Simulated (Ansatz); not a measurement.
The cell is COD entry 9008802, as deposited and not checked against the literature; nothing was relaxed.

AlNi: DFT, PBE, all-electron PAW with datasets made for the crystal, scalar-relativistic (Ansatz 0.2.0).

```yaml
crystal:
  lattice:
    - [2.881, 0.0, 0.0]
    - [0.0, 2.881, 0.0]
    - [0.0, 0.0, 2.881]
  atoms:
    - { symbol: Al, position: [0.0, 0.0, 0.0] }
    - { symbol: Ni, position: [0.5, 0.5, 0.5], spin: 1.5 }
magnetization:
  spin_polarized: true
kpoints:
  mp_grid: { grid: [13, 13, 13] }
  band_path:
    path:
      - [0.0, 0.0, 0.0]
      - [0.0, 0.5, 0.0]
      - [0.5, 0.5, 0.0]
      - [0.0, 0.0, 0.0]
      - [0.5, 0.5, 0.5]
      - [0.0, 0.5, 0.0]
      - [0.5, 0.5, 0.5]
      - [0.5, 0.5, 0.0]
    npoints: 8
scf:
  occupations: { method: fermi_dirac, width: 0.05 }
hamiltonian:
  xc: pbe
  pseudopotentials: { kind: all_electron, datasets: crystal }
output:
  forces: true
  stress: true
  eigenvalues: true
  efg: { contact_densities: true }
```

Output:

```
hamiltonian.pseudopotentials.datasets: crystal makes datasets for this crystal and solves the spheres of its atoms anew in each pass: cutoff 280.0 eV, the density's 1120.0 eV; for an error of 0.50 meV an atom under PBE, 1.0 meV for the cell; an energy difference from a run of another recipe may be off by several times the error for the cell, under r2SCAN by more, where some 0.1 meV an atom stays at smaller errors; Al in spheres of 1.164 Å, 11 of its electrons in bands; Ni in spheres of 1.323 Å, 18 of its electrons in bands
Engine: ansatz 0.2.0
Pseudopotentials: kind: all_electron
Pseudopotential: Al, paw, valence charge 11, recommended cutoff 280 eV (normal), Koelling and Harmon's equation, gaussian nucleus
Pseudopotential: Ni, paw, valence charge 18, recommended cutoff 280 eV (normal), Koelling and Harmon's equation, gaussian nucleus
Functional definition: PBE
  parameter kappa = 0.804
  parameter beta = 0.06672455060314922
  exchange = pbe_x(kappa = kappa, mu = beta*pi^2/3)
  correlation = pbe_c(beta = beta)
a search for the magnetic state begins, with frozen cores and fixed partial waves. It gives no result and prints no iterations
the search for the magnetic state of this step took 11 SCF iterations with frozen cores. It stayed in its first state, in which the spheres begin
Crystal: 2 atoms, lattice volume = 23.913 Å³
Basis set: ecut = 280 eV, 251 PW (Γ), exchange–correlation on 32×32×32 points (8 copies of the dense FFT grid, shifted against one another)
Bands: 20, of which v1, the nominal top of the filled ones, is band 15 counted from 1 (14 counted from 0)
Symmetry: 48 space group operations
Space group: Pm-3m (ITA 221), of the structure as read, at distance tolerance 2.9e-5 Å
Magnetic group: BNS 221.92 (UNI 1594), of the structure as read, at distance tolerance 2.9e-5 Å
k-points: 84 of 2197
Non-local potential: Al, projectors of the file, l = 0: 3, l = 1: 3
Non-local potential: Ni, projectors of the file, l = 0: 3, l = 1: 3, l = 2: 2
PAW form: soft (Blöchl's): semilocal exchange-correlation on the pseudo side does not see the compensation charge
PAW one-centre angular grid: Al, 110 points (default); XC on its mesh's 1949 points in the sphere
PAW one-centre angular grid: Ni, 590 points (default); XC on its mesh's 1921 points in the sphere
Initial density: read from a saved state, or passed on in memory by an earlier SCF of this step, an earlier step, the calling program or the single point that the run made first
Starting moments: Σ|m| = 1.5 μB on 1 of 2 sites; this step starts from the density that it was given
Initial wavefunctions: pseudopotential atomic-orbital guess
Functional: x = pbe(κ = 0.804, μ = 0.2195149727645171), c = pbe(β = 0.06672455060314922)
iter 1 solved again at ethr=2.39e-5 eV; its pass at ethr=1.00e-1 eV (dr2=2.60e-2 eV) is discarded
SCF iter   1: F=—  HF=-47991.721382 eV  |F-HF|=—  |Δ(HF+E_count)|=         —  Δρ=5.32e-3 (↑5.32e-3 ↓5.32e-3)  dr2=6.96e-3  dr2_m=6.26e-13  M=0.000 μB ∫|m|=0.000 μB  β_m=0.30  ethr=2.39e-5  ⟨swp⟩=2.3  Hψ=27984  notcnv=0
preconditioner: auto → none  [insulator: Δε(μ)=0.114 eV  Ē_g=10.868 eV  σ=0.050 eV  W_gap=0.51  n_scr=6 (ndim 8)  ℏωp=27.4 eV  f_vac=0.000  D(μ)=0.56/eV (n_scr^D=0)  ε∞_Penn≈7.3]
SCF iter   2: F=—  HF=-47991.713325 eV  |F-HF|=—  |Δ(HF+E_count)|=   8.06e-3  Δρ=1.38e-2 (↑1.38e-2 ↓1.38e-2)  dr2=1.49e-1  dr2_m=3.65e-13  M=0.000 μB ∫|m|=0.000 μB  β_m=0.31  ethr=2.39e-5  ⟨swp⟩=3.5  Hψ=8640  notcnv=0
SCF iter   3: F=—  HF=-47991.699794 eV  |F-HF|=—  |Δ(HF+E_count)|=   1.35e-2  Δρ=3.18e-3 (↑3.18e-3 ↓3.18e-3)  dr2=7.04e-3  dr2_m=3.29e-13  M=0.000 μB ∫|m|=0.000 μB  β_m=0.30  ethr=2.39e-5  ⟨swp⟩=3.3  Hψ=8538  notcnv=0
SCF iter   4: F=—  HF=-47991.695275 eV  |F-HF|=—  |Δ(HF+E_count)|=   4.52e-3  Δρ=1.85e-3 (↑1.85e-3 ↓1.85e-3)  dr2=2.85e-3  dr2_m=1.67e-13  M=0.000 μB ∫|m|=0.000 μB  β_m=0.52  ethr=2.39e-5  ⟨swp⟩=2.2  Hψ=5848  notcnv=0
iter 5 solved again at ethr=6.00e-7 eV; its pass at ethr=9.84e-6 eV (dr2=1.74e-4 eV) is discarded
SCF iter   5: F=—  HF=-47991.695955 eV  |F-HF|=—  |Δ(HF+E_count)|=   6.80e-4  Δρ=4.42e-4 (↑4.42e-4 ↓4.42e-4)  dr2=1.71e-4  dr2_m=3.57e-14  M=0.000 μB ∫|m|=0.000 μB  β_m=0.52  ethr=6.00e-7  ⟨swp⟩=2.0  Hψ=22182  notcnv=0
SCF iter   6: F=—  HF=-47991.695980 eV  |F-HF|=—  |Δ(HF+E_count)|=   2.45e-5  Δρ=3.35e-4 (↑3.35e-4 ↓3.35e-4)  dr2=9.68e-5  dr2_m=1.39e-14  M=0.000 μB ∫|m|=0.000 μB  β_m=0.76  ethr=5.89e-7  ⟨swp⟩=3.0  Hψ=7464  notcnv=0
SCF iter   7: F=—  HF=-47991.695973 eV  |F-HF|=—  |Δ(HF+E_count)|=   6.70e-6  Δρ=1.05e-4 (↑1.05e-4 ↓1.05e-4)  dr2=9.20e-6  dr2_m=2.97e-15  M=0.000 μB ∫|m|=0.000 μB  β_m=0.80  ethr=3.34e-7  ⟨swp⟩=2.0  Hψ=5810  notcnv=0
SCF iter   8: F=—  HF=-47991.695973 eV  |F-HF|=—  |Δ(HF+E_count)|=   2.91e-7  Δρ=1.97e-5 (↑1.97e-5 ↓1.97e-5)  dr2=3.17e-7  dr2_m=3.62e-16  M=0.000 μB ∫|m|=0.000 μB  β_m=0.82  ethr=3.17e-8  ⟨swp⟩=2.2  Hψ=5848  notcnv=0
SCF iter   9: F=-47991.695973 eV  HF=-47991.695973 eV  |F-HF|=5.22e-9  |Δ(HF+E_count)|=   4.15e-9  Δρ=2.35e-6 (↑2.35e-6 ↓2.35e-6)  dr2=3.42e-9  dr2_m=5.19e-17  M=0.000 μB ∫|m|=0.000 μB  ethr=1.09e-9  ⟨swp⟩=3.0  Hψ=6312  notcnv=0
WARN: the starting moments were not kept: the SCF closed with an absolute magnetisation of 7.0e-9 μB, where they sum to 1.5 μB in size (1 site). That is at most 0.1 of that sum. Measured as dr2_m measures the in/out step, that magnetisation stands 3.2e-17 eV from none, at or under the dr2_threshold of 6.2e-8 eV: it is no larger than a step whose dr2_m would equal this threshold. The system may hold no moment; this SCF shows only that its start led to no more than that. This SCF took its magnetisation from a saved state (the deck's checkpoint.read, a session's seed or a resume), or from the single point or search that the run made first, and not from the starting moments. Where the run's atoms have moved since that state, how it is taken is a key of its own (checkpoint.density_extrapolation: follow_atoms, where typed, takes the whole of its magnetisation to them with its atoms, but for some exceptions; the density_extrapolation keyword of a session's seed is the same key). To be rid of a resumed run's state, run its deck in a fresh run directory. To be rid of the state of a single point that the run made first, give starting moments in the input or, where a deck that gives them still makes one, type scf.lower_state_search: off. To try another start, run it without that state. A second SCF, from the converged charge density, with the starting moments and any scf.initial_density.shell_occupations laid on it anew, would have followed, and was not run: the deck does not ask for one (magnetization.retry_lost_moments is false, the default). To let it run, set magnetization.retry_lost_moments: true and run the deck again, where that key's refused combinations let it; where memory then withholds it, that run's warning says so.
SCF 1 converged in 9 iterations: F = -47991.695974 eV  dr2 = 3.42e-9
  Residual-converged pass: ⟨swp⟩=3.7  Hψ=8362  notcnv=0  max |occ|·‖R‖ = 5.2e-6 eV (tolerance 5.3e-6 eV)  dr2=3.53e-9  dr2_m=5.17e-17  dr2_onsite=2.00e-8  max |Δocc| = 2.8e-10
  greatest PAW one-centre occupation: 1.001 electrons in one spin orbital (limit 2), on the Al atom at site 0 (counted from 0), in its partial waves of l = 0
NSCF: frozen V_eff on 57 k-points
SCF converged after 9 iterations
Magnetization: 0.0000 μB (14.5000 up, 14.5000 down)
Absolute magnetization: 0.0000 μB (∫|ρ↑−ρ↓|)
Spin contamination: 0.0167 ħ² per cell (⟨S²⟩ above its minimum at these occupations)
Per-site moments (μB) at R_I (Å): [(-4.898129222645618e-10, 1.0291954151749743), (4.547554206407621e-9, 1.0291954151749743)]
Free energy (F): -47991.695974 eV
Harris-Foulkes:  -47991.695974 eV  (|F-HF|=5.22e-9)
Internal energy: -47991.691095 eV  (E = F + TS)
E sigma→0 (E₀):  -47991.693535 eV
Entropy (-TS):   -0.004879 eV (-2.439 meV/atom)
Past the cutoff: the bands carry plane waves up to 1.75 times it, of which those up to 1.5 times it add -0.000368 eV an atom, each by itself; the spheres take 0.000189 eV an atom off the energy for waves past 1.75 times it
By the cutoff:   a pressure is off by up to 0.007 GPa (1.2 times the spheres' own share and the shells' term, over an atom's volume, and 0.004 GPa: a bound that held against runs at twice the plane waves)
Past the cutoffs: a stress includes -0.0004 GPa for waves and charges beyond them, in addition to the slope of what the spheres take
In the spheres:  the bands' charges fall short by 1.9e-7 e at most (sound up to 1e-3)
Fermi energy:    15.318639 eV
--- Per-component energies (eV) ---
  The terms above E_closure are by the made datasets' own strengths, without shells solved beside the bands.
--- Forces (eV/Å), atoms counted from 1 ---
  atom   1  Al    -0.00000000     0.00000000    -0.00000000
  atom   2  Ni    -0.00000000     0.00000000    -0.00000000
  max |Σ_I F_I| component: 9.69e-29 eV/Å
--- Stress (GPa, compression-positive) ---
        1.915119       0.000000       0.000000
        0.000000       1.915119      -0.000000
        0.000000      -0.000000       1.915119
  P = ⅓ Tr σ = 1.9151 GPa (19.151 kbar)
--- PAW observables at the nuclei: V_zz in 10²¹ V/m², potentials from the cell's mean, atoms counted from 1 ---
  atom   1  Al V_zz =    +0.000000   η = 0.0000   by run symmetry: forbidden
            electrostatic potential = -1235.410515 V   contact ρ = 10089.093707 e/Å³   contact ρ_s (e/Å³): all electrons -0.000000, valence -0.000000
  atom   2  Ni V_zz =    +0.000000   η = 0.0000   by run symmetry: forbidden
            electrostatic potential = -3572.891950 V   contact ρ = 130475.239413 e/Å³   contact ρ_s (e/Å³): all electrons +0.000000, valence +0.000000
--- Band table (eV; the first three rows and the last of 168) ---
  k-point 0 ↑: bands = ["-87.9763", "-87.5894", "-49.0486", "-49.0486", "-49.0486", "-48.3735", "-48.3735", "-48.3735", "4.1672", "12.1029", "12.1029", "13.8057", "13.8057", "13.8057", "20.8019", "20.8019", "20.8019", "23.4555"]
  k-point 1 ↑: bands = ["-87.9762", "-87.5894", "-49.0491", "-49.0484", "-49.0484", "-48.3749", "-48.3735", "-48.3735", "4.2763", "12.0939", "12.1287", "13.7579", "13.7579", "13.8107", "19.7140", "20.9464", "20.9464", "23.4612"]
  k-point 2 ↑: bands = ["-87.9759", "-87.5893", "-49.0505", "-49.0479", "-49.0479", "-48.3790", "-48.3737", "-48.3737", "4.6019", "12.0332", "12.2011", "13.6311", "13.6311", "13.8247", "17.9971", "21.3643", "21.3643", "23.4779"]
  k-point 83 ↓: bands = ["-87.9714", "-87.5877", "-49.0552", "-49.0550", "-49.0550", "-48.3946", "-48.3946", "-48.3944", "11.1489", "11.2620", "11.2620", "14.2968", "14.2968", "16.5953", "17.2856", "17.2856", "18.9043", "19.9835"]
```
